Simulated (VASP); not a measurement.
# SnTe (Fm-3m) in VASP: notebook

Runs on SnTe. Level: PBEsol. Tasks: single point, relaxation of cell and atoms.

Everything below comes from runs of VASP 6.6.1. Logs are shortened: lines on timing, memory, paths and dates and some standing lists are left out, and cuts for length are marked.

**Measured values to compare with.**

A printed reference work, textbook reports, for a bulk crystal of SnTe at 300 K: band gap 0.18 eV (direct).

The runs below are set against these values where they give the same quantity.

### 1 The cell of the first run

It takes space group Fm-3m (No. 225, cubic). The conventional cell has a = 6.288 Å, b = 6.288 Å, c = 6.288 Å, α = 90.00°, β = 90.00°, γ = 90.00°. Sn (site symmetry m-3m) has 6 Te at 3.14 Å within 4.1 Å. Within 4.1 Å of Te (site symmetry m-3m) lie 6 Sn at 3.14 Å.

### 2 Single point, PBEsol

Input file INCAR:

```
PREC = Accurate
ENCUT = 520
EDIFF = 1E-6
ISMEAR = 0
SIGMA = 0.01
LREAL = F
LASPH = T
NELM = 80
ALGO = Normal
ISIF = 2
LWAVE = F
LCHARG = F
GGA = PS
NBANDS = 17
```

Input file KPOINTS:

```
regular mesh
0
Gamma
  10 10 10
```

Input file POSCAR:

```
SnTe
1.0
    0.0000000000      3.1440242593      3.1440242593
    3.1440242593      0.0000000000      3.1440242593
    3.1440242593      3.1440242593      0.0000000000
Sn Te
1 1
Direct
    0.0000000000      0.0000000000      0.0000000000
    0.5000000000      0.5000000000      0.5000000000
```

Potentials or basis: VASP PAW PBE potentials, release 64 (Sn_d, Te).

Command:

```bash
> cat potpaw_PBE.64/Sn_d/POTCAR potpaw_PBE.64/Te/POTCAR > POTCAR
> mpirun -np 1 vasp_std > vasp.out
```

OUTCAR:

```text
PREC = Accurate
   ENCUT = 520
   EDIFF = 1E-6
   ISMEAR = 0
   LREAL = F
   LASPH = T
   NELM = 80
   ISIF = 2
   GGA = PS

 ion  position               nearest neighbor table
   1  0.000  0.000  0.000-   2 3.14   2 3.14   2 3.14   2 3.14   2 3.14   2 3.14
   2  0.500  0.500  0.500-   1 3.14   1 3.14   1 3.14   1 3.14   1 3.14   1 3.14

  LATTYP: Found a face centered cubic cell.
 ALAT       =     6.2880485186

  Lattice vectors:

 A1 = (   0.0000000000,   3.1440242593,   3.1440242593)
 A2 = (   3.1440242593,   0.0000000000,   3.1440242593)
 A3 = (   3.1440242593,   3.1440242593,   0.0000000000)

Analysis of symmetry for initial positions (statically):
=====================================================================
 Subroutine PRICEL returns:
 Original cell was already a primitive cell.

 Routine SETGRP: Setting up the symmetry group for a
 face centered cubic supercell.

 Subroutine GETGRP returns: Found 48 space group operations
 (whereof 48 operations were pure point group operations)
 out of a pool of 48 trial point group operations.

The static configuration has the point symmetry O_h .

Analysis of symmetry for dynamics (positions and initial velocities):
=====================================================================
 Subroutine PRICEL returns:
 Original cell was already a primitive cell.

 Routine SETGRP: Setting up the symmetry group for a
 face centered cubic supercell.

 Subroutine GETGRP returns: Found 48 space group operations
 (whereof 48 operations were pure point group operations)
 out of a pool of 48 trial point group operations.

The dynamic configuration has the point symmetry O_h .

 Subroutine INISYM returns: Found 48 space group operations
 (whereof 48 operations are pure point group operations),
 and found     1 'primitive' translations

----------------------------------------------------------------------------------------

                                     Primitive cell

  volume of cell :      62.1567

  direct lattice vectors                    reciprocal lattice vectors
     0.000000000  3.144024259  3.144024259    -0.159031852  0.159031852  0.159031852
     3.144024259  0.000000000  3.144024259     0.159031852 -0.159031852  0.159031852
     3.144024259  3.144024259  0.000000000     0.159031852  0.159031852 -0.159031852

  length of vectors
     4.446321748  4.446321748  4.446321748     0.275451247  0.275451247  0.275451247

  position of ions in fractional coordinates (direct lattice)
     0.000000000  0.000000000  0.000000000
     0.500000000  0.500000000  0.500000000

  ion indices of the primitive-cell ions
   primitive index   ion index
                 1           1
                 2           2

----------------------------------------------------------------------------------------

 KPOINTS: regular mesh

Automatic generation of k-mesh.
 Grid dimensions read from file:
 generate k-points for:   10   10   10

 Generating k-lattice:

  Cartesian coordinates                     Fractional coordinates (reciprocal lattice)
    -0.015903185  0.015903185  0.015903185     0.100000000  0.000000000  0.000000000
     0.015903185 -0.015903185  0.015903185     0.000000000  0.100000000  0.000000000
     0.015903185  0.015903185 -0.015903185     0.000000000  0.000000000  0.100000000

  Length of vectors
     0.027545125  0.027545125  0.027545125

  Shift w.r.t. Gamma in fractional coordinates (k-lattice)
     0.000000000  0.000000000  0.000000000

 Subroutine IBZKPT returns following result:
 ===========================================

 Found     47 irreducible k-points:

 Following reciprocal coordinates:
            Coordinates               Weight
  0.000000  0.000000  0.000000      1.000000
  0.100000  0.000000  0.000000      8.000000
  0.200000  0.000000  0.000000      8.000000
  0.300000  0.000000  0.000000      8.000000
  0.400000  0.000000  0.000000      8.000000
  0.500000  0.000000  0.000000      4.000000
[... 16 lines left out ...]
  0.300000  0.300000  0.000000      6.000000
  0.400000  0.300000  0.000000     24.000000
 [... further k-points ...]
   k-points           NKPTS =     47   k-points in BZ     NKDIM =     47   number of bands    NBANDS=     17
   number of dos      NEDOS =    301   number of ions     NIONS =      2
   total plane-waves  NPLWV =  46656
   dimension x,y,z NGX =    36 NGY =   36 NGZ =   36
   dimension x,y,z NGXF=    72 NGYF=   72 NGZF=   72
   ions per type =               1   1
   NGX,Y,Z   is equivalent  to a cutoff of  13.46, 13.46, 13.46 a.u.
   NGXF,Y,Z  is equivalent  to a cutoff of  26.92, 26.92, 26.92 a.u.
 SYSTEM =  unknown system
   PREC   = accura    normal or accurate (medium, high low for compatibility)
   ISTART =      0    job   : 0-new  1-cont  2-samecut
   ICHARG =      2    charge: 1-file 2-atom 10-const
   ISPIN  =      1    spin polarized calculation?
   LNONCOLLINEAR =      F non collinear calculations
   LSORBIT =      F    spin-orbit coupling
   LASPH  =      T    aspherical Exc in radial PAW
   ENCUT  =  520.0 eV  38.22 Ry    6.18 a.u.   8.27  8.27  8.27*2*pi/ulx,y,z
   NELM   =     80;   NELMIN=  2; NELMDL= -5     # of ELM steps
   EDIFF  = 0.1E-05   stopping-criterion for ELM
   LREAL  =      F    real-space projection
   EDIFFG = 0.1E-04   stopping-criterion for IOM
   NSW    =      0    number of steps for IOM
   IBRION =     -1    ionic relax: 0-MD 1-quasi-New 2-CG
   NFREE  =      0    steps in history (QN), initial steepest desc. (CG)
   ISIF   =      2    stress and relaxation
   ISYM   =      2    0-nonsym 1-usesym 2-fastsym
   POTIM  = 0.5000    time-step for ionic-motion
   TEBEG  =    0.0;   TEEND  =   0.0 temperature during run
   PSTRESS=    0.0 pullay stress
   NELECT =      20.0000    total number of electrons
   NUPDOWN=      -1.0000    fix difference up-down
   EMIN   =  10.00;   EMAX   =-10.00  energy-range for DOS
   EFERMI =   0.00;   METHOD = LEGACY
   ISMEAR =     0;   SIGMA  =   0.01  broadening in eV -4-tet -1-fermi 0-gaus
   EFERMI_NEDOS =   21; number of points for ismear=-14 and -15
   IALGO  =     38    algorithm
   IMIX   =      4    mixing-type and parameters
     AMIX     =   0.40;   BMIX     =  1.00
     AMIX_MAG =   1.60;   BMIX_MAG =  1.00
  volume/ion in A,a.u.               =      31.08       209.73
  Fermi-wavevector in a.u.,A,eV,Ry     =   1.121818  2.119928 17.122590  1.258475
  Thomas-Fermi vector in A             =   2.258474
   LORBIT       =      0    0 simple, 1 ext, 2 COOP (PROOUT), +10 PAW based schemes
   GGA     = PS    functional components
   LHFCALC =     F    Hartree Fock is set to
   AEXX    =    0.0000 exact exchange contribution
   IVDW    =     0    specifies the selected vdW correction
   LEPSILON=     F    determine dielectric tensor
   LRPA    =     F    only Hartree local field effects (RPA)
 non-spin polarized calculation
 Gauss-broadening in eV      SIGMA  =   0.01
  energy-cutoff  :      520.00
  volume of cell :       62.16
 maximum number of plane-waves:      1695
 NGX is ok and might be reduce to    36
   NGX = 17   NGY = 17   NGZ = 17

 number of electron      19.9999998 magnetization

 Free energy of the ion-electron system (eV)
  ---------------------------------------------------
  ext. energy  EPLUGINS =         0.00000000
  ---------------------------------------------------
  free energy    TOTEN  =        -8.33900256 eV

  energy without entropy =       -8.33900256  energy(sigma->0) =       -8.33900256

 E-fermi :   6.8753     XC(G=0):  -9.6819

 val. band max:        6.8309550245   @ k =   0.5000   0.0000   0.0000
 cond. band min:       6.9922424846   @ k =   0.5000   0.0000   0.0000
 fundamental gap:      0.1612874601
 Fermi energy:         6.8753485741

 k-point     1 :       0.0000    0.0000    0.0000
  band No.  band energies     occupation
      1     -14.8986      2.00000
      2     -14.8986      2.00000
      3     -14.8914      2.00000
      4     -14.8914      2.00000
      5     -14.8914      2.00000
      6      -5.9827      2.00000
[... 9 lines left out ...]
     16      11.5900      0.00000
     17      13.5565      0.00000

 k-point     2 :       0.1000    0.0000    0.0000
  band No.  band energies     occupation
      1     -14.8990      2.00000
      2     -14.8990      2.00000
      3     -14.8912      2.00000
      4     -14.8908      2.00000
      5     -14.8908      2.00000
      6      -5.8971      2.00000
[... 9 lines left out ...]
     16      11.8020      0.00000
     17      14.3100      0.00000

 k-point     3 :       0.2000    0.0000    0.0000
  band No.  band energies     occupation
      1     -14.9003      2.00000
      2     -14.9003      2.00000
      3     -14.8908      2.00000
      4     -14.8890      2.00000
      5     -14.8890      2.00000
      6      -5.6491      2.00000
[... 9 lines left out ...]
     16      12.3895      0.00000
     17      15.8581      0.00000

 k-point     4 :       0.3000    0.0000    0.0000
  band No.  band energies     occupation
      1     -14.9020      2.00000
      2     -14.9020      2.00000
      3     -14.8903      2.00000
      4     -14.8867      2.00000
      5     -14.8867      2.00000
      6      -5.2752      2.00000
[... 9 lines left out ...]
     16      13.3137      0.00000
     17      17.5691      0.00000
[... 343 lines left out ...]
      1     -14.9026      2.00000
      2     -14.9019      2.00000
      3     -14.8897      2.00000
      4     -14.8872      2.00000
      5     -14.8859      2.00000
      6      -5.1541      2.00000
[... 9 lines left out ...]
     16      14.9607      0.00000
     17      15.3910      0.00000

 k-point    23 :       0.3000    0.3000    0.0000
  band No.  band energies     occupation
      1     -14.9101      2.00000
      2     -14.8953      2.00000
      3     -14.8940      2.00000
      4     -14.8840      2.00000
      5     -14.8840      2.00000
      6      -5.0609      2.00000
[... 9 lines left out ...]
     16      15.4415      0.00000
     17      15.4723      0.00000

 k-point    24 :       0.4000    0.3000    0.0000
  band No.  band energies     occupation
      1     -14.9122      2.00000
      2     -14.8955      2.00000
      3     -14.8939      2.00000
      4     -14.8827      2.00000
      5     -14.8823      2.00000
      6      -4.7729      2.00000
[... 9 lines left out ...]
     16      16.0798      0.00000
     17      16.5306      0.00000

 [... further k-points ...]
[... 5 lines left out ...]
  --------------------------------------------------------------------------------------
  -------------------------------------------------------------------------------------
  Total       -0.0079226     -0.0079226     -0.0079226      0.0000000      0.0000000      0.0000000
  in kB       -0.2042152     -0.2042152     -0.2042152      0.0000000      0.0000000      0.0000000
  external PRESSURE =      -0.2042152 kB  Pullay stress =       0.0000000 kB

 VOLUME and BASIS-vectors are now :
 -----------------------------------------------------------------------------
  energy-cutoff  :      520.00
  volume of cell :       62.16
      direct lattice vectors                 reciprocal lattice vectors
     0.000000000  3.144024259  3.144024259    -0.159031852  0.159031852  0.159031852
     3.144024259  0.000000000  3.144024259     0.159031852 -0.159031852  0.159031852
     3.144024259  3.144024259  0.000000000     0.159031852  0.159031852 -0.159031852

 POSITION                                       TOTAL-FORCE (eV/Angst)
 -----------------------------------------------------------------------------------
      0.00000      0.00000      0.00000         0.000000      0.000000      0.000000
      3.14402      3.14402      3.14402        -0.000000      0.000000     -0.000000
 -----------------------------------------------------------------------------------
    total drift:                               -0.000000      0.000000      0.000000

  FREE ENERGIE OF THE ION-ELECTRON SYSTEM (eV)
  ---------------------------------------------------
  free  energy   TOTEN  =        -8.3390025639 eV

  energy  without entropy=       -8.3390025639  energy(sigma->0) =       -8.33900256
```

It took 17 s on 1 thread of Intel Xeon 6975P-C (Granite Rapids), shared host; peak memory 0.22 GiB.

What came out:

```yaml
Free_energy: -8.3390 eV
Pressure: 0.0 GPa
Band_gap_on_the_k_mesh: 0.16 eV, direct
```

Caveat: the PAW data sets were made with another functional, which shifts forces and pressure a little; spin-orbit coupling is left out, which moves the levels of the heavy elements.

### 3 Relaxation of cell and atoms, PBEsol

This run uses another cell than the first one, of 31.28 Å³/atom, 1.007 times its volume.

Input file INCAR:

```
PREC = Accurate
ENCUT = 600
EDIFF = 1E-6
ISMEAR = 0
SIGMA = 0.01
LREAL = False
LASPH = True
NELM = 80
ALGO = Normal
ISIF = 3
LWAVE = False
LCHARG = False
GGA = PS
IBRION = 2
NSW = 100
EDIFFG = -0.005
```

Input file KPOINTS:

```
Automatic mesh
0
Gamma
  10 10 10
```

Input file POSCAR:

```
SnTe
1.0
    0.0000000000      3.1508500000      3.1508500000
    3.1508500000      0.0000000000      3.1508500000
    3.1508500000      3.1508500000      0.0000000000
Sn Te
1 1
Direct
    0.0000000000      0.0000000000      0.0000000000
    0.5000000000      0.5000000000      0.5000000000
```

Potentials or basis: VASP PAW PBE potentials, release 64 (Sn_d, Te).

Command:

```bash
> cat potpaw_PBE.64/Sn_d/POTCAR potpaw_PBE.64/Te/POTCAR > POTCAR
> mpirun -np 1 vasp_std > vasp.out
```

Run time: 31 s. Hardware: 1 thread of Intel Xeon 6975P-C (Granite Rapids), shared host; peak memory 0.23 GiB.

The run converged. Its results:

```
Free energy                            : -8.3393 eV
Relaxed volume                         : 31.10 Å³/atom
Relaxed cell                           : a = 4.447 Å, b = 4.447 Å, c = 4.447 Å, α = 60.00°, β = 60.00°, γ = 60.00°
Space group after relaxing (to 0.05 Å) : Fm-3m (No. 225)
Energy gained by relaxing              : 0.2 meV/atom
Ionic steps                            : 3
Pressure after relaxing                : 0.0 GPa
Band gap on the k mesh                 : 0.16 eV, direct
```

Step by step:
| step | energy change (eV) | largest force (eV/Å) | pressure (GPa) | volume (Å³) |
| --- | --- | --- | --- | --- |
| 1 | 0.0000 | 0.0000 | -0.30 | 62.56 |
| 2 | -0.0003 | 0.0000 | 0.13 | 62.03 |
| 3 | -0.0003 | 0.0000 | -0.01 | 62.21 |

Final structure:
```
CELL_PARAMETERS angstrom
0.00000 3.14484 3.14484
3.14484 0.00000 3.14484
3.14484 3.14484 0.00000
ATOMIC_POSITIONS crystal
Sn 0.00000 0.00000 0.00000
Te 0.50000 0.50000 0.50000
```

Levels at points of the mesh, in eV from the valence-band top:
```
           k point  band 6  band 7  band 8  band 9  band 10  band 11  band 12  band 13  band 14
(0.00, 0.00, 0.00)  -12.81   -4.63   -2.09   -2.09    -2.09     3.40     3.40     3.40     4.76
(0.50, 0.00, 0.00)  -11.51   -8.34   -1.75   -1.75     0.00     0.16     0.39     0.39     7.76
(0.50, 0.50, 0.00)  -11.20   -6.44   -5.59   -3.72    -3.72     2.13     5.00     5.00     6.46
```

Caveat: the PAW data sets were made with another functional, which shifts forces and pressure a little; spin-orbit coupling is left out, which moves the levels of the heavy elements.

### 4 Relaxation of cell and atoms, PBEsol

This run uses another cell than the first one, of 31.28 Å³/atom, 1.007 times its volume.

INCAR is that of step 3.

KPOINTS is that of step 3.

POSCAR is that of step 3.

Command:

```bash
> cat potpaw_PBE.64/Sn_d/POTCAR potpaw_PBE.64/Te/POTCAR > POTCAR
> mpirun -np 1 vasp_std > vasp.out
```

It took 69 s on 1 thread of Intel Xeon Platinum 8259CL at 2.50GHz (Skylake/Cascade Lake), shared host; peak memory 0.23 GiB.

It converged, with:

```yaml
Free_energy: -8.3393 eV
Relaxed_volume: 31.10 Å³/atom
Relaxed_cell: a = 4.447 Å, b = 4.447 Å, c = 4.447 Å, α = 60.00°, β = 60.00°, γ = 60.00°
Space_group_after_relaxing_to_0.05_Å: Fm-3m (No. 225)
Energy_gained_by_relaxing: 0.2 meV/atom
Ionic_steps: 3
Pressure_after_relaxing: 0.0 GPa
Band_gap_on_the_k_mesh: 0.16 eV, direct
```

The path:
```
step  energy change (eV)  largest force (eV/Å)  pressure (GPa)  volume (Å³)
   1              0.0000                0.0000           -0.30        62.56
   2             -0.0003                0.0000            0.13        62.03
   3             -0.0003                0.0000           -0.01        62.21
```

Final structure:
```
Sn Te
1.0
     0.00000    3.14484    3.14484
     3.14484    0.00000    3.14484
     3.14484    3.14484    0.00000
Sn Te
1 1
Cartesian
  0.0000 0.0000 0.0000
  3.1448 3.1448 3.1448
```

Levels at points of the mesh, in eV from the valence-band top:
| k point | band 8 | band 9 | band 10 | band 11 | band 12 | band 13 |
| --- | --- | --- | --- | --- | --- | --- |
| (0.00, 0.00, 0.00) | -2.09 | -2.09 | -2.09 | 3.40 | 3.40 | 3.40 |
| (0.50, 0.00, 0.00) | -1.75 | -1.75 | 0.00 | 0.16 | 0.39 | 0.39 |
| (0.50, 0.50, 0.00) | -5.59 | -3.72 | -3.72 | 2.13 | 5.00 | 5.00 |

Caveat: the PAW data sets were made with another functional, which shifts forces and pressure a little; spin-orbit coupling is left out, which moves the levels of the heavy elements. A k mesh can miss the band edges.

### 5 Single point, PBEsol (volume scaled by 0.94)

Input file INCAR:

```
SYSTEM = SnTe
PREC = Accurate ; ENCUT = 520
EDIFF = 1E-7 ; ISMEAR = 0
SIGMA = 0.01 ; LREAL = .FALSE.
LASPH = .TRUE. ; NELM = 80
ALGO = Normal ; ISIF = 2
LWAVE = .FALSE. ; LCHARG = .FALSE.
GGA = PS ; NBANDS = 17
```

Input file KPOINTS:

```
Automatic mesh
0
G
  10 10 10
  0 0 0
```

Input file POSCAR:

```
SnTe
1.0
    0.0000000000      3.0798424991      3.0798424991
    3.0798424991      0.0000000000      3.0798424991
    3.0798424991      3.0798424991      0.0000000000
Sn Te
1 1
Direct
    0.0000000000      0.0000000000      0.0000000000
    0.5000000000      0.5000000000      0.5000000000
```

Command:

```bash
> cat potpaw_PBE.64/Sn_d/POTCAR potpaw_PBE.64/Te/POTCAR > POTCAR
> mpirun -np 1 vasp_std > vasp.out
```

Wall time 65 s (1 thread of AMD EPYC 7R13, shared host); peak memory 0.17 GiB.

The run converged. Its results:

```
Free energy            : -8.3009 eV
Pressure               : 3.4 GPa
Band gap on the k mesh : 0.33 eV, direct
```

Levels at points of the mesh, in eV from the valence-band top:
```tsv
k point	band 7	band 8	band 9	band 10	band 11	band 12	band 13	band 14
(0.00, 0.00, 0.00)	-4.33	-2.23	-2.23	-2.23	3.57	3.57	3.57	4.69
(0.50, 0.00, 0.00)	-8.66	-1.87	-1.87	0.00	0.33	0.33	0.35	7.97
(0.50, 0.50, 0.00)	-6.46	-6.01	-4.00	-4.00	1.92	5.35	5.35	6.99
```

Caveat: the cell differs from its parent crystal (volume scaled by 0.94); the PAW data sets were made with another functional, which shifts forces and pressure a little; spin-orbit coupling is left out, which moves the levels of the heavy elements.

### 6 Summary

| task | cell | cutoff (eV) | gap on the mesh (eV) | pressure (GPa) |
| --- | --- | --- | --- | --- |
| single point | a = 4.446 Å, angles 60.0°, 2 atoms | 520 | 0.16 | 0.0 |
| relaxation of cell and atoms | relaxed from a = 4.456 Å, angles 60.0°, 2 atoms | 600 | 0.16 | 0.0 |
| single point | a = 4.356 Å, angles 60.0°, 2 atoms | 520 | 0.33 | 3.4 |

Alike in all rows: level PBEsol; potentials or basis VASP PAW PBE potentials, release 64 (Sn_d, Te); no spin polarisation; k mesh 10 × 10 × 10; smearing gaussian 0.01 eV.

Caveats: the PAW data sets were made with another functional, which shifts forces and pressure a little; spin-orbit coupling is left out, which moves the levels of the heavy elements.

Absolute energies hang on the potentials; compare differences alone.

### 7 Against experiment

Step 2. Against the measured gap of SnTe, 0.18 eV (direct; 300 K; a printed reference work, textbook), the calculated 0.16 eV is off by -0.02 eV. Spin-orbit coupling on Sn, Te is left out. The value is that of PBEsol on a finite k mesh, which can miss the band edges, without temperature or zero-point motion. Semilocal functionals fall short of measured gaps as a rule.
